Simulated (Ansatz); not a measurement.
**InSb: equation of state**

One table from this session's results is given with a row withheld; the runs are named, their logs left out.

Program: Ansatz 0.2.0. Level of theory: DFT LDA, scalar-relativistic. These are calculated values, not measurements.

### The system as given

It takes space group Pmmn (No. 59, orthorhombic). Conventional cell: a = 5.357 Å, b = 5.712 Å, c = 3.063 Å, α = 90.00°, β = 90.00°, γ = 90.00°. In (site symmetry mm2) has 4 Sb at 2.73 to 2.90 Å and 2 In at 3.06 Å as nearest neighbours. Sb (site symmetry mm2) is surrounded by 4 In at 2.73 to 2.90 Å and 2 Sb at 3.06 Å.

Structure file:

```cif
data_structure
_symmetry_space_group_name_H-M 'P 1'
_symmetry_Int_Tables_number 1
_cell_length_a 5.3570
_cell_length_b 5.7120
_cell_length_c 3.0630
_cell_angle_alpha 90.000
_cell_angle_beta 90.000
_cell_angle_gamma 90.000
_cell_volume 93.73
loop_
_atom_site_label
_atom_site_type_symbol
_atom_site_fract_x
_atom_site_fract_y
_atom_site_fract_z
_atom_site_occupancy
In1 In 0.00000 0.00000 0.00000 1
In2 In 0.50000 0.50000 0.00000 1
Sb1 Sb 0.50000 0.00000 0.83500 1
Sb2 Sb 0.00000 0.50000 0.16500 1
```

Atoms are numbered in the order of the input: In1, In2, Sb3, Sb4.

Set-up of the first run:

Input file input.yaml:

```yaml
crystal:
  lattice:
    - [5.2845992329, 0.0, 0.0]
    - [0.0, 5.6348013474, 0.0]
    - [0.0, 0.0, 3.0216030335]
  atoms:
    - { symbol: In, position: [0.0, 0.0, 0.0] }
    - { symbol: In, position: [0.5, 0.5, 0.0] }
    - { symbol: Sb, position: [0.5, 0.0, 0.835] }
    - { symbol: Sb, position: [0.0, 0.5, 0.165] }
kpoints:
  mp_grid: { grid: [6, 6, 11] }
  band_path:
    path:
      - [0.0, 0.0, 0.0]
      - [0.5, 0.0, 0.0]
      - [0.5, 0.5, 0.0]
      - [0.0, 0.5, 0.0]
      - [0.0, 0.0, 0.0]
      - [0.0, 0.0, 0.5]
      - [0.5, 0.0, 0.5]
      - [0.5, 0.5, 0.5]
      - [0.0, 0.5, 0.5]
    npoints: 5
scf:
  occupations: { method: fermi_dirac, width: 0.08 }
hamiltonian:
  xc: lda
  pseudopotentials: { kind: all_electron, lapw: { basis_error: 0.001 } }
output:
  forces: true
  stress: true
  eigenvalues: true
```

Run with:

```bash
$ ansatz run input.yaml --threads 1 --pin off --max-ram 6144MiB --backend cpu --events-out ev --progress --plain --runs-dir out
```

Steps of the session up to this table: Volume × 0.96, LAPW; Volume × 0.96, PAW; Volume × 0.96, crystal datasets; Volume × 0.99, LAPW; Volume × 0.99, PAW; Volume × 0.99, crystal datasets; Volume × 1.02, LAPW; Volume × 1.02, PAW; Volume × 1.02, crystal datasets; Volume × 1.06, LAPW; Volume × 1.06, PAW; Volume × 1.06, crystal datasets.

One table of the session follows, with a row left open; its other results are not shown here.

It belongs to the step «The equation of state». 

```
          method  volume (Å³/atom)  pressure (GPa)  largest force (eV/Å)
            LAPW            22.494           16.43                 0.721
            LAPW            23.197           12.69                 0.634
            LAPW            23.900            9.50                 0.556
            LAPW            24.837            5.94                 0.465
             PAW            22.494               ?                     ?
             PAW            23.197           12.66                 0.633
             PAW            23.900            9.47                 0.555
             PAW            24.837            5.92                 0.464
crystal datasets            22.494           16.43                 0.721
crystal datasets            23.197           12.69                 0.634
crystal datasets            23.900            9.50                 0.556
crystal datasets            24.837            5.94                 0.465
```

Estimate the missing values for PAW, 22.494.

The run gave: pressure (GPa): 16.40; largest force (eV/Å): 0.720. In the column «pressure (GPa)» it lies between crystal datasets, 23.197 (12.69) and LAPW, 22.494 (16.43).

Limits of these values: Warnings in the runs' records: gradients without spin orbit, crystal datasets made.
